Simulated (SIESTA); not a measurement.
Runs of SIESTA 5.4.2 on SrO. It takes space group Fm-3m (No. 225, cubic). The conventional cell has a = 5.133 Å, b = 5.133 Å, c = 5.133 Å, α = 90.00°, β = 90.00°, γ = 90.00°. Around Sr (site symmetry m-3m) lie 6 O at 2.57 Å. O (site symmetry m-3m) is surrounded by 6 Sr at 2.57 Å. 

```csv
level,potentials or basis,gap on the mesh (eV),pressure (GPa)
BLYP,"PseudoDojo 0.4 standard (PBE files), DZP (energy shift 0.003 Ry; two zetas on semicore shells; d shell added on Sr)",3.45,7.6
PW91,"PseudoDojo 0.4 standard (PBE files), DZP (energy shift 0.003 Ry; two zetas on semicore shells; d shell added on Sr)",(a),(b)
WC,"PseudoDojo 0.4 standard (PBEsol files), DZP (energy shift 0.003 Ry; two zetas on semicore shells; d shell added on Sr)",3.21,0.0
LDA,"PseudoDojo 0.4 standard (LDA files), DZP (energy shift 0.003 Ry; two zetas on semicore shells; d shell added on Sr)",3.16,-3.3
PBEsol,"PseudoDojo 0.4 standard (PBEsol files), DZP (energy shift 0.003 Ry; two zetas on semicore shells; d shell added on Sr)",(c),0.0
```

Alike in all rows: task band structure; no spin polarisation; cell as given; k mesh 9 × 9 × 9; smearing fermi-dirac 0.05 eV; grid cutoff 800 Ry; energy shift 0.003 Ry.

Fill in the values left out.

(a) 3.31; (b) 3.7; (c) 3.20.

Caveats: the basis of atomic orbitals isn't converged, which shifts pressures, moduli and gaps; the potentials were made for another functional, which shifts forces and pressure (some runs).

A k mesh can miss the band edges, and the runs leave out spin-orbit coupling on Sr.

Runs at the PBE level aren't shown here.
